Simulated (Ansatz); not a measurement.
Set up this calculation in Ansatz 0.2.0, as the native input.

- Task: relaxation of cell and atoms
- Functional: RPBE
- Potentials or basis: Ansatz PAW
- Cutoff: 420 eV (not typed: the program's choice for these potentials)
- k mesh: 12 × 12 × 12
- Occupations: fermi-dirac, width 0.05 eV
- Spin: no spin polarisation

Crystal: Sb.

```
CELL_PARAMETERS angstrom
-1.57654 1.57654 2.71194
1.57654 -1.57654 2.71194
1.57654 1.57654 -2.71194
ATOMIC_POSITIONS crystal
Sb 0.00000 0.00000 0.00000
```

This isn't the form of Sb at room conditions, which is rhombohedral.

One way to write it, as run:

input.yaml

```yaml
crystal:
  lattice:
    - [-1.5765401831, 1.5765401831, 2.7119384313]
    - [1.5765401831, -1.5765401831, 2.7119384313]
    - [1.5765401831, 1.5765401831, -2.7119384313]
  atoms:
    - { symbol: Sb, position: [0.0, 0.0, 0.0] }
hamiltonian:
  xc: rpbe
  pseudopotentials: { kind: paw }
kpoints:
  mp_grid: { grid: [12, 12, 12] }
scf:
  occupations: { method: fermi_dirac, width: 0.05 }
output:
  forces: true
  stress: true
  eigenvalues: true
  write_density: true
  write_potential: true
  elf: true
  volumetric_format: npy
relax:
  f_tol: 0.01
  max_steps: 40
  cell: { stress_tol: 0.05 }
```

Potentials or basis: Ansatz PAW.

Launch:

```sh
$ ansatz run input.yaml --threads 2 --pin off --max-ram 5632MiB --backend cpu --events-out ev --progress --plain --runs-dir out
```

It gave:

- Relaxed volume: 28.23 Å³/atom
- Relaxed cell: a = 3.527 Å, b = 3.527 Å, c = 3.527 Å, α = 125.19°, β = 125.19°, γ = 81.23°
- Space group after relaxing (to 0.05 Å): I4/mmm (No. 139)
- Energy gained by relaxing: 14.7 meV/atom
- Ionic steps: 8
- Pressure after relaxing: 0.0 GPa
- Band gap on the k mesh: none (metal or under the smearing width)

Caveat: the plane-wave basis is chosen anew once the cell has moved, so the energies of steps on either side of that aren't comparable; the PAW data sets come from PBE, with cores solved anew for the run's functional, which leaves a small shift of forces and pressure.

It took 18 s on 2 threads of Arm Neoverse V1, on a shared host, peak memory 0.35 GiB.
